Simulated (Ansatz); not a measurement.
# How high a cutoff does the level of V_O in HfO2 (P2_1/c) need?

Aim: the (+1/0) level of V_O in HfO2 (P2_1/c) as a function of the plane-wave cutoff, with the cost of each choice. The model is a cell of 96 host atoms with 1 O taken out; the atoms are relaxed once and then held.

Calculated with Ansatz 0.2.0; plane-wave PAW DFT; relaxations with PBEsol, then single points with PBEsol, on supercells at fixed charge in a uniform background.

### Step 1. The starting structure

The cell holds 95 atoms: 32 Hf and 63 O. Its edges and angles: a = 10.192 Å, b = 10.355 Å, c = 10.542 Å, α = 90.0°, β = 99.6°, γ = 90.0°. It derives from HfO2 (space group P2_1/c). Nearest the centre at fractional (0.536, 0.581, 0.420): Hf73 at 2.04 Å, Hf2 at 2.05 Å, Hf87 at 2.13 Å, O90 at 2.53 Å, O22 at 2.57 Å, O92 at 2.79 Å, O81 at 2.79 Å, O11 at 2.81 Å. The cell carries charge +1.

Screening for the image-charge correction: ε∞ = principal values (4.69, 5.07, 5.10), ε0 = principal values (14.94, 18.84, 20.97), computed on the host (DFPT, PBEsol).

The cell's shortest repeat is 10.2 Å.

### Step 2. Relaxing both charge states, PBEsol

The study needs fixed structures, so each charge is relaxed once, at one point at (¼, ¼, ¼), from small random displacements that break the symmetry of the site.

qp1_M1.relax/input.yaml reads:

```yaml
crystal:
  lattice:
    - [5.0960629, 0.0, -0.00164996]
    - [0.0, 5.17752983, 0.0]
    - [-0.8781789, 0.0, 5.19733742]
  atoms:
    - { symbol: Hf, position: [0.277155, 0.457022, 0.708187] }
    - { symbol: Hf, position: [0.722845, 0.957022, 0.791813] }
    - { symbol: Hf, position: [0.722845, 0.542978, 0.291813] }
    - { symbol: Hf, position: [0.277155, 0.042978, 0.208187] }
    - { symbol: O, position: [0.447132, 0.741797, 0.980022] }
    - { symbol: O, position: [0.552868, 0.241797, 0.519978] }
    - { symbol: O, position: [0.552868, 0.258203, 0.019978] }
    - { symbol: O, position: [0.447132, 0.758203, 0.480022] }
    - { symbol: O, position: [0.071295, 0.337466, 0.340782] }
    - { symbol: O, position: [0.928705, 0.837466, 0.159218] }
    - { symbol: O, position: [0.928705, 0.662534, 0.659218] }
    - { symbol: O, position: [0.071295, 0.162534, 0.840782] }
  supercell: [2, 2, 2]
  defects: [{ vacancy: 83 }]
total_charge: 1
basis:
  ecutwfc: 420
  xc_grid: 2
hamiltonian:
  xc: pbesol
  pseudopotentials: { kind: paw, azcp: { folder: soft_1 }, xc_functional: pbe }
kpoints:
  mp_grid: { grid: [1, 1, 1], shift: [0.25, 0.25, 0.25] }
magnetization:
  spin_polarized: true
  initial_magnetization: 1
  spin_locking: { lock_magnetization: hard }
scf:
  occupations: { method: fixed }
  max_iter: 80
output:
  forces: true
  charged_corrections:
    epsilon: [[5.04, 0.0, 0.14], [0.0, 5.07, 0.0], [0.14, 0.0, 4.75]]
    static_epsilon: [[20.65, 0.0, 1.35], [0.0, 18.84, 0.0], [1.35, 0.0, 15.26]]
    defect_position: [0.535647, 0.581268, 0.420391]
relax:
  f_tol: 0.015
  max_steps: 60
  random_displacement: { amplitude: 0.04, seed: 4389 }
checkpoint:
  write: "../qp1_M1.relax.run"
  compress: false
  write_wavefunctions: true
  write_every: 100000
```

Run with:

```console
> ansatz run input.yaml --threads 32 --pin off --max-ram 84787MiB --backend cuda --events-out ev --progress --plain --runs-dir out --max-vram 78GiB
```

Numbers of over 12 decimals in the logs are rounded to 6 here.

The program printed:

```text
[... repeated set-up lines and file paths are left out, and long positions are rounded to six places ...]
Engine: ansatz 0.2.0, aarch64-unknown-linux-gnu
Pseudopotentials: kind: paw
Pseudopotential: Hf, paw, valence charge 26, recommended cutoff 420 eV (normal), soft_1/Hf.paw.azcp
Pseudopotential: O, paw, valence charge 6, recommended cutoff 420 eV (normal), soft_1/O.paw.azcp
Functional definition: PBEsol
  exchange = pbesol_x
  correlation = pbesol_c
[...]
Crystal: 95 atoms, lattice volume = 1096.995 Å³
Basis set: ecut = 420 eV, 21487 PW (Γ), exchange–correlation on 144×144×144 points (8 copies of the dense FFT grid, shifted against one another)
Bands: 726, of which v1, the nominal top of the filled ones, is band 605 counted from 1 (604 counted from 0)
Symmetry: 1 space group operations
k-points: 1
Non-local potential: Hf, projectors of the file, l = 0: 3, l = 1: 2, l = 2: 2, l = 3: 3
Non-local potential: O, projectors of the file, l = 0: 2, l = 1: 2, l = 2: 1
PAW form: soft (Blöchl's): semilocal exchange-correlation on the pseudo side does not see the compensation charge
PAW frozen core: Hf, regenerated for the run's functional, and the local potential with it (the file was generated under x = pbe(κ = 0.804, μ = 0.219515), c = pbe(β = 0.066725))
PAW frozen core: O, regenerated for the run's functional, and the local potential with it (the file was generated under x = pbe(κ = 0.804, μ = 0.219515), c = pbe(β = 0.066725))
PAW one-centre angular grid: Hf, 590 points (default); XC on 64 Gauss nodes
PAW one-centre angular grid: O, 110 points (default); XC on 64 Gauss nodes
Initial density: superposition of atomic densities (chi_scale 0.1, normalization cell, long waves kept (reshape's long-wave potential 0.33 eV rms))
Starting moments: Σ|m| = 1 μB on 95 of 95 sites
Initial wavefunctions: pseudopotential atomic-orbital guess
[...]
Functional: x = pbesol(κ = 0.804, μ = 0.123457), c = pbesol(β = 0.046)
SCF iter   1: F=—  HF=-534711.309071 eV  |Δ(HF+E_count)|=         —  Δρ=4.91e-2 (↑4.85e-2 ↓4.91e-2)  dr2=8.96e1  dr2_m=6.94e-2  M=1.000 μB ∫|m|=1.076 μB  Hψ=3877
preconditioner: auto → Resta (q_TF=auto, 2.773 Å⁻¹)  ε∞=4.9  [insulator: Δε(μ)=0.717 eV  Ē_g=19.113 eV  n_scr=410 (ndim 8)  ℏωp=37.9 eV  f_vac=0.008  ε∞_Penn≈4.9]
spin=Collinear: Resta preconditioning applied to the charge; magnetization (m = ρ↑ − ρ↓) channel mixes plain (no charge-response kernel on spin).
SCF iter   2: F=—  HF=-534694.675468 eV  |Δ(HF+E_count)|=    1.66e1  Δρ=3.01e-2 (↑2.96e-2 ↓3.01e-2)  dr2=3.46e1  dr2_m=4.40e-2  M=1.000 μB ∫|m|=1.072 μB  Hψ=2834
[...]
SCF iter  11: F=-534683.515821 eV  HF=-534683.515820 eV  |Δ(HF+E_count)|=   2.65e-6  Δρ=6.69e-6 (↑6.59e-6 ↓6.69e-6)  dr2=1.71e-6  dr2_m=1.79e-9  M=1.000 μB ∫|m|=1.036 μB  Hψ=5078
SCF 1 converged in 11 iterations: F = -534683.515821 eV  dr2 = 1.71e-6
[...]
relax step   1: F+E_penalty+E_count = -534683.51582110 eV  Δ(F+E_penalty+E_count) = +0.000e0 eV  max|allowed force component| = 2.091e0 eV/Å  Δτ_max = 0.0000 Å  (11 SCF iters, dr2 threshold 5.63e-6 eV, accepted)
[...]
relax step   2: F+E_penalty+E_count = -534684.81379274 eV  Δ(F+E_penalty+E_count) = -1.298e0 eV  max|allowed force component| = 1.329e0 eV/Å  Δτ_max = 0.1760 Å  (7 SCF iters, dr2 threshold 1.00e-4 eV, accepted)
[...]
relax step   4: F+E_penalty+E_count = -534685.32842678 eV  Δ(F+E_penalty+E_count) = -5.860e-3 eV  max|allowed force component| = 4.217e-2 eV/Å  Δτ_max = 0.0413 Å  (7 SCF iters, dr2 threshold 4.46e-7 eV, accepted)
[...]
relax step   6: F+E_penalty+E_count = -534685.32878476 eV  Δ(F+E_penalty+E_count) = -5.595e-5 eV  max|allowed force component| = 3.908e-3 eV/Å  Δτ_max = 0.0055 Å  (5 SCF iters, accepted)
[...]
NSCF: frozen V_eff on 1 k-points
[...]
SCF converged after 5 iterations
Magnetization: 1.0000 μB (605.0000 up, 604.0000 down)
Absolute magnetization: 1.0348 μB (∫|ρ↑−ρ↓|, with the PAW one-centre terms)
Spin contamination: 0.0018 ħ² per cell (⟨S²⟩ above its minimum at these occupations)
Per-site moments (μB) at R_I (Å): [(0.000411033, 0.835159), (0.050387, 0.835852), (0.000473287, 0.838820), [... 6 left out ...]
Free energy (F): -534685.328785 eV
Harris-Foulkes:  -534685.328785 eV  (|F-HF|=2.46e-8)
Internal energy: -534685.328785 eV  (E = F + TS)
E sigma→0 (E₀):  -534685.328785 eV
Fermi energy:    15.379846 (↑ 15.379846, ↓ 12.822701) eV
--- Per-component energies (eV) ---
  E_band       = -1390.148186
  E_kinetic    = 23577.112068
  E_local      = -236692.275724  (includes V_loc(G=0)·N_el)
  E_nonlocal   = 5586.988502
  E_hartree    = 112420.057512
  E_xc         = -12904.679584
  E_vxc        = -13844.878117  (∫ρ·V_xc dr)
  E_paw        = -252421.929806  (= ΣΔE_a)
  E_vpaw       = -4857.264978  (= ΣTr[D̂ρ^β])
  E_aug_tail   = 0.051456  (compensation charges beyond the density's cutoff)
  E_ewald      = -174292.910144
  E_core_change = 42.256936  (= ΣΔE_core)
  E_smearing   = -0.000000  (= −TS)
  E_closure    = -0.000000  (closes the sum)
  E_deformation_potential = 22.315296  (in the stress; not in F)
  Σ components = -534685.328785   (vs F -534685.328785, Δ=0.00e0)
--- Forces (eV/Å), atoms counted from 1 ---
  atom   1  Hf     0.00101722     0.00023937     0.00105964
  atom   2  Hf     0.00165183    -0.00002691     0.00176871
  [... 4 atoms left out ...]
  [... 89 more lines of this table ...]
  max |Σ_I F_I| component: 2.12e-5 eV/Å
--- Charged-cell corrections in eV (Makov–Payne, q = +1.000 e, ε = [[20.650, 0.000, 1.350], [0.000, 18.840, 0.000], [1.350, 0.000, 15.260]]) ---
  F (periodic)     = -534685.328785  (uncorrected; the corrections below are reported, never added to it)
  E_corr1          = +0.108893  (monopole, q²α_M/2ε̄L, of the cell on which ε is isotropic)
  F Makov-Payne    = -534685.219892  (F + E_corr1; no measured alignment; for a localised charge, not one spread in a band: unchecked)
  no potential alignment in this run, which stands beside a crystal: run the host's input off ansatz write-host-input, and read the two finished runs by ansatz place-levels (neither reads a slab, a wire or a sheet, whose cell leaves a vacuum)
--- Band table (eV) ---
  k-point 0 ↑: bands = ["-47.5278", "-47.4509", "-47.3992", "-47.3820", "-47.3460", "-47.3445", "-47.3391", "-47.3386", "-47.3281", [... rest cut ...]
  k-point 0 ↓: bands = ["-47.4922", "-47.3990", "-47.3972", "-47.3789", "-47.3455", "-47.3436", "-47.3379", "-47.3273", "-47.3259", [... rest cut ...]
--- Relaxed structure (6 steps of the walk, 6 accepted, 0 SCFs on fresh bases) ---
  F+E_penalty+E_count = -534685.32878476 eV   max|allowed force component| = 3.908e-3 eV/Å
  atoms:
    - { symbol: Hf, position: [0.137371, 0.226360, 0.353135] }
    - { symbol: Hf, position: [0.352391, 0.474928, 0.394327] }
    [... 4 atoms left out ...]
  [... 89 more lines of this table ...]
```

Elapsed: 9.6 s, on 1 × NVIDIA GB200 with 32 threads of Arm Neoverse V2, shared host; peak memory 2.9 GiB; 30 s of CPU time.

Relaxation path:

| step | energy less that of the first step (eV) | largest force component (eV/Å) |
| --- | --- | --- |
| 1 | 0.0000 | 2.0909 |
| 2 | -1.2980 | 1.3288 |
| 3 | -1.8067 | 0.0845 |
| 4 | -1.8126 | 0.0422 |
| 5 | -1.8129 | 0.0159 |
| 6 | -1.8130 | 0.0039 |

The atoms that moved most (Å, from the sites as typed, ahead of the random displacement, the mean shift of all atoms taken out):

| atom | dx | dy | dz | length |
| --- | --- | --- | --- | --- |
| O90 | -0.161 | 0.003 | -0.048 | 0.168 |
| O81 | -0.048 | -0.091 | 0.105 | 0.146 |
| O11 | 0.037 | 0.093 | -0.028 | 0.104 |
| Hf73 | 0.055 | 0.075 | -0.035 | 0.099 |
| Hf2 | -0.088 | -0.037 | -0.014 | 0.097 |
| O35 | -0.008 | -0.061 | 0.057 | 0.084 |
| Hf87 | 0.017 | -0.046 | 0.062 | 0.079 |
| O22 | 0.017 | 0.029 | -0.071 | 0.078 |

Neighbours of the ideal centre at the end:

```
atom  distance (Å)
Hf73         2.139
 Hf2         2.146
Hf87         2.207
 O90         2.362
 O22         2.494
 O81         2.655
 O11         2.731
 O35         2.741
 O92         2.744
```

| charge | moment set (μB) | steps | largest displacement (Å) | time |
| --- | --- | --- | --- | --- |
| 0 | 0 | 6 | 0.08 | 6.8 s |
| +1 | 1 | 6 | 0.17 | 9.6 s |

The relaxation ends 19 meV an atom lower than the displaced start, with a largest force component of 0.0039 eV/Å.

### Step 3. First setting: 250 eV

Total energies converge slowly with the cutoff, but a level is a difference between cells with the same atoms, so much of the error should cancel. The host is run again at each cutoff.

qp1_M1.e250/input.yaml reads:

```yaml
crystal:
  checkpoint: "../qp1_M1.relax.run"
  host: checkpoint
total_charge: 1
basis:
  ecutwfc: 250
  xc_grid: 2
hamiltonian:
  xc: pbesol
  pseudopotentials: { kind: paw, azcp: { folder: soft_1 }, xc_functional: pbe }
kpoints:
  mp_grid: { grid: [1, 1, 1], shift: [0.25, 0.25, 0.25] }
magnetization:
  spin_polarized: true
  initial_magnetization: 1
  spin_locking: { lock_magnetization: hard }
scf:
  occupations: { method: fixed }
  max_iter: 80
output:
  forces: true
  charged_corrections:
    epsilon: [[5.04, 0.0, 0.14], [0.0, 5.07, 0.0], [0.14, 0.0, 4.75]]
    static_epsilon: [[20.65, 0.0, 1.35], [0.0, 18.84, 0.0], [1.35, 0.0, 15.26]]
    defect_position: [0.535647, 0.581268, 0.420391]
  eigenvalues: true
checkpoint:
  write: "../qp1_M1.e250.run"
  compress: false
  write_wavefunctions: false
  write_every: 100000
```

The program printed:

```text
[...]
Warning: basis.ecutwfc = 250 eV is below the records' recommended 420 eV, and the density's cutoff is lower with it unless basis.ecutrho_ratio is high enough to keep the records' density cutoff: compare with a run at a higher cutoff
crystal.checkpoint: the structure is that of <dir>, a `relax` run, at its step 6: its result, under pbesol at a charge of 1 e; 95 atoms read, 0 with a starting moment; no density is read with it (checkpoint.read); crystal.structure_sha256 for this input is
[...]
device memory: the entry about to start is reckoned to put 7.8 GiB on a device that reports 172.2 GiB free (of which the cap on the GPU budget leaves the run 78.0 GiB)
GPU FFT provider: cuFFT
GPU libraries: cuBLAS 13.8.1, cuFFT 12.4.0, cuSOLVER 12.3.2
GPU matrix products: emulated (plane waves: as basis.precision tells), large ones in fixed point in workspaces of 1.00 GiB
Crystal: 95 atoms, lattice volume = 1096.995 Å³
Basis set: ecut = 250 eV, 9839 PW (Γ), exchange–correlation on 108×108×120 points (8 copies of the dense FFT grid, shifted against one another)
Bands: 726, of which v1, the nominal top of the filled ones, is band 605 counted from 1 (604 counted from 0)
[... 1 set-up line as in the run before ...]
[...]
k-points: 1
[...]
Starting moments: Σ|m| = 1 μB on 95 of 95 sites
[...]
GPU buffer pool allocated for 174960 grid points (all kernels)
GPU transforms: local potential and band sums: pruned to the plane-wave sphere, on 54×54×54
[...]
SCF iter   1: F=—  HF=-534603.764188 eV  |Δ(HF+E_count)|=         —  Δρ=5.86e-2 (↑5.86e-2 ↓5.86e-2)  dr2=1.01e2  dr2_m=6.68e-2  M=1.000 μB ∫|m|=1.069 μB  Hψ=3664
[...]
SCF iter  12: F=-534566.245703 eV  HF=-534566.245703 eV  |Δ(HF+E_count)|=   1.93e-8  Δρ=1.13e-6 (↑1.12e-6 ↓1.13e-6)  dr2=5.00e-8  dr2_m=2.42e-11  M=1.000 μB ∫|m|=1.038 μB  Hψ=5695
SCF 1 converged in 12 iterations: F = -534566.245703 eV  dr2 = 5.00e-8
[...]
SCF converged after 12 iterations
Stability checked in part: among states of this total moment the steps that led to this state did not find it unstable. No probe was made; neither looks for a lower state of another moment (fixed_total_moment; see scf.lower_state_search)
Magnetization: 1.0000 μB (605.0000 up, 604.0000 down)
Absolute magnetization: 1.0316 μB (∫|ρ↑−ρ↓|, with the PAW one-centre terms)
[...]
Per-site moments (μB) at R_I (Å): [(0.000443197, 0.835159), (0.051761, 0.835852), (0.000483784, 0.838820), [... 6 left out ...]
Free energy (F): -534566.245703 eV
[...]
Internal energy: -534566.245703 eV  (E = F + TS)
E sigma→0 (E₀):  -534566.245703 eV
Fermi energy:    15.345220 (↑ 15.345220, ↓ 12.785985) eV
[...]
--- Forces (eV/Å), atoms counted from 1 ---
  atom   1  Hf     0.50449142     0.17186952     0.02318684
  atom   2  Hf    -0.11751013     0.34072085     0.05389206
  [... 4 atoms left out ...]
  [... 89 more lines of this table ...]
  max |Σ_I F_I| component: 1.40e-5 eV/Å
[...]
F Makov-Payne    = n/a  (the rows are of the electrons' constant alone; ansatz place-levels tells what screens the charge)
[...]
--- Band table (eV) ---
[...]
```

Elapsed: 2.2 s, on 1 × NVIDIA GB200 with 32 threads; peak memory 1.4 GiB.

In the SCF lines HF is the Harris–Foulkes energy and dr2 the Hartree energy of the density residual, in eV; the loop may stop once dr2 is under the threshold and the program's other checks hold. Hψ counts applications of the Hamiltonian.

Both charges and the host at this setting go to place-levels, which corrects for the image charge and aligns the potentials.

levels.e250.yaml reads:

```yaml
host:
  run: host.e250.run
states: [q0.e250.run, qp1_M1.e250.run]
geometry_from:
  q0.e250.run: q0.relax.run
  qp1_M1.e250.run: qp1_M1.relax.run
  host.e250.run: host.relax.run
```

Run with:

```console
> ansatz place-levels levels.e250.yaml -- --threads 32 --pin off --max-ram 84787MiB --backend cuda --max-vram 78GiB
```

The program printed:

```text
(+1/0) 2.928 eV above the valence edge, 0.987 eV under the conduction edge
  edges by pbesol, gap 3.915 eV; the host is sampled to repeats of 14.53 Å
  the defect's cells are sampled to repeats of 14.53 Å, like sampling
  charge +1: -534566.2287 eV with its correction of +0.017 eV, at epsilon [[20.65, 0, 1.35], [0, 18.84, 0], [1.35, 0, 15.26]], aligned at sites: -0.0919 eV, mean over 49 atomic sites at or beyond 5.10 Å from the defect at [0.5356, 0.5813, 0.4204], with [...]
  charge 0: +0.000 eV for its dipole among its images, +0.000 omitted
  of states[1] (qp1_M1.e250.run): how wide its charge is, is not read beside other atoms or cores, and a band state would take no correction. [...]
```

It took 0.14 s on 32 threads.

At this setting the gap is 3.915 eV and (+1/0) lies 2.928 eV above the valence top.

### Step 4. The other settings

In the defect's inputs only the studied keys change. The next input; the others follow the same pattern (350 eV, 420 eV, 500 eV, 600 eV and 750 eV):

qp1_M1.e300/input.yaml, as its differences from qp1_M1.e250/input.yaml of step 3:

```diff
@@ -5,3 +5,3 @@
 basis:
-  ecutwfc: 250
+  ecutwfc: 300
   xc_grid: 2
@@ -27,3 +27,3 @@
 checkpoint:
-  write: "../qp1_M1.e250.run"
+  write: "../qp1_M1.e300.run"
   compress: false
```

### Step 5. Result against cost

Times of the states on 1 × NVIDIA GB200 with 32 threads of Arm Neoverse V2, shared host; the host is run again at each setting:

```csv
plane-wave cutoff,gap (eV),(+1/0) above the valence top (eV),under the conduction bottom (eV),level less that at 750 eV (meV),"time, both charge states","time, host and placing",peak memory of a state (GiB)
250 eV,3.915,2.928,0.987,-78,4 s,10 s,1.4
300 eV,3.942,2.985,0.956,-21,4.5 s,6.9 s,1.3
350 eV,3.962,3.006,0.956,0,5.5 s,5.8 s,1.3
420 eV,3.969,3.006,0.963,0,5.3 s,5.9 s,1.5
500 eV,3.969,3.006,0.963,0,5.8 s,13 s,1.4
600 eV,3.969,3.006,0.962,0,6.3 s,6.5 s,1.6
750 eV,3.969,3.006,0.962,0,6.8 s,6.9 s,1.6
```

### Step 6. Results

```
(plus 1/0) level, 250 eV : 2.93 eV
(plus 1/0) level, 300 eV : 2.99 eV
(plus 1/0) level, 350 eV : 3.01 eV
(plus 1/0) level, 420 eV : 3.01 eV
(plus 1/0) level, 500 eV : 3.01 eV
(plus 1/0) level, 600 eV : 3.01 eV
(plus 1/0) level, 750 eV : 3.01 eV
```

**Reading.** Over the settings in the table the level spans 0.078 eV; from 350 eV on, both the level and its depth under the conduction bottom lie within 0.02 eV of the reference (750 eV, 3.01 eV). With 250 eV the gap moves too, by 0.05 eV. The largest miss of the level above the valence top is 78 meV, with 250 eV. The total energy of the charged cell falls by 119.4 eV over the same range, so nearly all of the basis error cancels in the level. Cell and atoms were held and forces were not judged; the files' recommended cutoff is 420 eV. Only the charges 0 and +1 were run, each from one start, so (+1/0) need not be a change between stable states. The host ran in cells of different size at different settings, so its times don't compare. Limits: one k-point off the zone centre stands for the whole zone; PBEsol makes the gap too small and tends to spread out bound carriers; spin–orbit coupling, which can matter with heavy atoms, is left out.

[Logs are printed without paths, hosts, clocks, repeated set-up lines and the standing remarks that a program may print on its own settings, such as how far it seeks lower states.]

[Hosts, paths, dates, database ids (printed as entryN), source tags and the programs' standing remarks are cut or masked in the printed files.]

[Where a table of states has a column of steps, it counts the stored structures, which are thinned; the runs took as many ionic steps or more.]

[For some hosts the program warned that the k-mesh of the response run may be too coarse for force constants and the static dielectric constant; such warnings are not shown here.]
